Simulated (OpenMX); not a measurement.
# Rh (Fm-3m) in OpenMX: further runs, part 2 of 2

OpenMX 3.8.5. The steps go on from the part before.

## Step 4: Single point, LDA, 13.40 Å³/atom (volume scaled by 0.98)

The input, Rh.dat:

```
System.CurrrentDirectory             ./
System.Name                          Rh
DATA.PATH                            ./DFT_DATA13
level.of.stdout                      1
level.of.fileout                     0
Species.Number                       1
<Definition.of.Atomic.Species
  Rh  Rh7.0-s3p2d2           Rh_CA13
Definition.of.Atomic.Species>

Atoms.Number                         1
Atoms.SpeciesAndCoordinates.Unit     FRAC
<Atoms.SpeciesAndCoordinates
    1  Rh    0.0000000000    0.0000000000    0.0000000000   7.500  7.500
Atoms.SpeciesAndCoordinates>

Atoms.UnitVectors.Unit               Ang
<Atoms.UnitVectors
     0.0000000000    1.8851123679    1.8851123679
     1.8851123679    0.0000000000    1.8851123679
     1.8851123679    1.8851123679    0.0000000000
Atoms.UnitVectors>

scf.XcType                           LDA
scf.SpinPolarization                 off
scf.ElectronicTemperature            580.226
scf.maxIter                          100
scf.EigenvalueSolver                 band
scf.Kgrid                            13 13 13
scf.Mixing.Type                      rmm-diisk
scf.Init.Mixing.Weight               0.05
scf.Min.Mixing.Weight                0.001
scf.Max.Mixing.Weight                0.3
scf.Mixing.History                   25
scf.Mixing.StartPulay                8
scf.criterion                        1.0e-8
MD.Type                              nomd
scf.Ngrid                            27 27 27
scf.energycutoff                     400.0
```

Command:

```
$ openmx Rh.dat -nt 1 > Rh.std
```

Run time: 91 s. Hardware: 1 thread of Intel Xeon 6975P-C (Granite Rapids), shared host; peak memory 0.49 GiB.

The run converged. Its results:

```
Free energy            : -2286.5952 eV
Band gap on the k mesh : none (metal or under the smearing width)
```

Caveat: the basis of atomic orbitals isn't converged, which shifts pressures, moduli and gaps.

## Step 5: Single point, LDA, 13.94 Å³/atom (volume scaled by 1.02)

Edit Rh.dat of step 4 so:

```diff
@@ -18,5 +18,5 @@
 <Atoms.UnitVectors
-     0.0000000000    1.8851123679    1.8851123679
-     1.8851123679    0.0000000000    1.8851123679
-     1.8851123679    1.8851123679    0.0000000000
+     0.0000000000    1.9104189093    1.9104189093
+     1.9104189093    0.0000000000    1.9104189093
+     1.9104189093    1.9104189093    0.0000000000
 Atoms.UnitVectors>
```

Command:

```
$ openmx Rh.dat -nt 1 > Rh.std
```

It took 86 s on 1 thread of Intel Xeon 6975P-C (Granite Rapids), shared host; peak memory 0.48 GiB.

The run converged. Its results:

```yaml
Free_energy: -2286.5879 eV
Band_gap_on_the_k_mesh: none (metal or under the smearing width)
```

Caveat: the basis of atomic orbitals isn't converged, which shifts pressures, moduli and gaps.

## Step 6: Single point, LDA, 13.12 Å³/atom (volume scaled by 0.96)

Edit Rh.dat of step 5 so:

```diff
@@ -18,5 +18,5 @@
 <Atoms.UnitVectors
-     0.0000000000    1.9104189093    1.9104189093
-     1.9104189093    0.0000000000    1.9104189093
-     1.9104189093    1.9104189093    0.0000000000
+     0.0000000000    1.8722002341    1.8722002341
+     1.8722002341    0.0000000000    1.8722002341
+     1.8722002341    1.8722002341    0.0000000000
 Atoms.UnitVectors>
```

Potentials or basis: OpenMX 2013 LDA set, Rh7.0-s3p2d2, fixed grid of 27 × 27 × 27 points.

Command:

```
$ openmx Rh.dat -nt 1 > Rh.std
```

Run time: 90 s. Hardware: 1 thread of Intel Xeon 6975P-C (Granite Rapids), shared host; peak memory 0.5 GiB.

Results (log left out):

```yaml
Free_energy: -2286.5812 eV
Band_gap_on_the_k_mesh: none (metal or under the smearing width)
```

Caveat: the basis of atomic orbitals isn't converged, which shifts pressures, moduli and gaps.

## Step 7: Single point, LDA, 14.22 Å³/atom (volume scaled by 1.04)

Edit Rh.dat of step 6 so:

```diff
@@ -18,5 +18,5 @@
 <Atoms.UnitVectors
-     0.0000000000    1.8722002341    1.8722002341
-     1.8722002341    0.0000000000    1.8722002341
-     1.8722002341    1.8722002341    0.0000000000
+     0.0000000000    1.9228245745    1.9228245745
+     1.9228245745    0.0000000000    1.9228245745
+     1.9228245745    1.9228245745    0.0000000000
 Atoms.UnitVectors>
```

Command:

```
$ openmx Rh.dat -nt 1 > Rh.std
```

Wall time 86 s (1 thread of Intel Xeon 6975P-C (Granite Rapids), shared host); peak memory 0.47 GiB.

It converged, with:

```
Free energy            : -2286.5697 eV
Band gap on the k mesh : none (metal or under the smearing width)
```

Caveat: the basis of atomic orbitals isn't converged, which shifts pressures, moduli and gaps.

## Step 8: Single point, LDA, 12.85 Å³/atom (volume scaled by 0.94)

Edit Rh.dat of step 7 so:

```diff
@@ -18,5 +18,5 @@
 <Atoms.UnitVectors
-     0.0000000000    1.9228245745    1.9228245745
-     1.9228245745    0.0000000000    1.9228245745
-     1.9228245745    1.9228245745    0.0000000000
+     0.0000000000    1.8591074964    1.8591074964
+     1.8591074964    0.0000000000    1.8591074964
+     1.8591074964    1.8591074964    0.0000000000
 Atoms.UnitVectors>
```

Command:

```
$ openmx Rh.dat -nt 1 > Rh.std
```

It took 89 s on 1 thread of Intel Xeon 6975P-C (Granite Rapids), shared host; peak memory 0.5 GiB.

It converged, with:

```
Free energy            : -2286.5533 eV
Band gap on the k mesh : none (metal or under the smearing width)
```

Caveat: the basis of atomic orbitals isn't converged, which shifts pressures, moduli and gaps.

## Step 9: Single point, LDA, 14.49 Å³/atom (volume scaled by 1.06)

Edit Rh.dat of step 8 so:

```diff
@@ -18,5 +18,5 @@
 <Atoms.UnitVectors
-     0.0000000000    1.8591074964    1.8591074964
-     1.8591074964    0.0000000000    1.8591074964
-     1.8591074964    1.8591074964    0.0000000000
+     0.0000000000    1.9350721950    1.9350721950
+     1.9350721950    0.0000000000    1.9350721950
+     1.9350721950    1.9350721950    0.0000000000
 Atoms.UnitVectors>
```

Potentials or basis: OpenMX 2013 LDA set, Rh7.0-s3p2d2, fixed grid of 27 × 27 × 27 points.

Command:

```
$ openmx Rh.dat -nt 1 > Rh.std
```

Run time: 97 s. Hardware: 1 thread of Intel Xeon 6975P-C (Granite Rapids), shared host; peak memory 0.47 GiB.

Results (log left out):

```yaml
Free_energy: -2286.5429 eV
Band_gap_on_the_k_mesh: none (metal or under the smearing width)
```

Caveat: the basis of atomic orbitals isn't converged, which shifts pressures, moduli and gaps.

## Step 10: Equation of state, LDA

No new run: the results of the series are fitted here.

It converged, with:

| Property | Result |
| --- | --- |
| Equilibrium volume | 13.58 Å³/atom |
| Bulk modulus | 326 GPa |
| Pressure derivative of the bulk modulus | 5.4 |

Energy against volume, from the lowest point:
| volume (Å³/atom) | energy (meV/atom) |
| --- | --- |
| 12.851 | 43.57 |
| 13.125 | 15.74 |
| 13.398 | 1.69 |
| 13.671 | 0.00 |
| 13.945 | 8.97 |
| 14.218 | 27.21 |
| 14.492 | 53.99 |

Caveat: volumes in these bases differ from converged ones by about 1 %, for some elements by several; the basis of atomic orbitals isn't converged, which shifts pressures, moduli and gaps.

## Step 11: Against experiment

Step 10. Measured bulk modulus of Rh: 264 GPa (quoted in “Thermal equation of state of rhodium characterized by XRD in a resistively heated diamond anvil cell”, 2024, pmc:11535440). This calculation gives 326 GPa (+23.5 %). The fit is for a static lattice scaled at fixed shape and fixed fractional positions.
